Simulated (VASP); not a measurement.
## Ta: relaxation of cell and atoms with PBEsol

The system is Ta.

```xyz
1
Lattice="-1.6513 1.6513 1.6513 1.6513 -1.6513 1.6513 1.6513 1.6513 -1.6513" Properties=species:S:1:pos:R:3 pbc="T T T"
Ta    0.0000    0.0000    0.0000
```

```
Program                : VASP 6.6.1
Task                   : relaxation of cell and atoms
Functional             : PBEsol
Potentials or basis    : VASP PAW PBE potentials, release 64 (Ta_pv)
Cutoff                 : 600 eV
k mesh                 : 16 × 16 × 16
Occupations            : methfessel-paxton, width 0.1 eV
Spin                   : no spin polarisation
Further INCAR settings : ALGO = Normal; EDIFF = 1e-06; IBRION = 2; EDIFFG = -0.01; NSW = 90; ISIF = 3
```

```
Relaxed volume                         : 17.70 Å³/atom
Relaxed cell                           : a = 2.843 Å, b = 2.843 Å, c = 2.843 Å, α = 109.47°, β = 109.47°, γ = 109.47°
Space group after relaxing (to 0.05 Å) : Im-3m (No. 229)
Energy gained by relaxing              : 3.5 meV/atom
Ionic steps                            : 3
Pressure after relaxing                : 0.0 GPa
Band gap on the k mesh                 : none (metal or under the smearing width)
```

Step by step:
```tsv
step	energy change (eV)	largest force (eV/Å)	pressure (GPa)	volume (Å³)
1	0.0000	0.0000	-3.50	18.01
2	0.0146	0.0000	8.67	17.00
3	-0.0035	0.0000	-0.04	17.70
```

Final structure:
```
CELL_PARAMETERS angstrom
-1.64169 1.64169 1.64169
1.64169 -1.64169 1.64169
1.64169 1.64169 -1.64169
ATOMIC_POSITIONS crystal
Ta 0.00000 0.00000 0.00000
```

Levels at points of the mesh, in eV from the Fermi level:
```tsv
k point	band 2	band 3	band 4	band 5	band 6	band 7	band 8	band 9
(0.00, 0.00, 0.00)	-32.93	-32.93	-7.97	0.74	0.74	0.74	4.08	4.08
(0.50, 0.00, 0.00)	-33.34	-32.94	-4.44	-1.58	1.72	3.97	5.02	8.00
(0.50, 0.50, 0.50)	-33.80	-33.80	-3.89	-3.89	7.01	7.01	7.01	8.85
```

It took 15 s on 1 thread of Intel(R) Xeon(R) 6975P-C (Granite Rapids), on a shared host, peak memory 0.16 GiB.

Caveat: the PAW data sets were made with another functional, which shifts forces and pressure a little. Spin-orbit coupling is left out, which matters for the levels of Ta.
